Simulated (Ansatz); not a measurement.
# Computed properties of Zn

```
CELL_PARAMETERS angstrom
-1.56639 1.56639 1.56639
1.56639 -1.56639 1.56639
1.56639 1.56639 -1.56639
ATOMIC_POSITIONS crystal
Zn 0.00000 0.00000 0.00000
```

The cell was built from the bcc type and relaxed in the same program, and has space group Im-3m; it needn't be a known or the stable phase.

Theory: DFT, PBE, all-electron LAPW, scalar-relativistic in Ansatz 0.2.0.

Sampling and basis: a Γ-centred 17×17×17 k mesh, Fermi–Dirac smearing of 0.05 eV, basis error target 1 meV/atom, no spin polarisation.

| Property | Result |
| --- | --- |
| Band gap | none: bands cross the Fermi level, a metal |
| Density of states at the Fermi level (0.2 eV bin) | 0.31 states/eV per cell |
| Volume per atom | 15.37 Å³ |
| Pressure at this cell | -0.01 GPa |
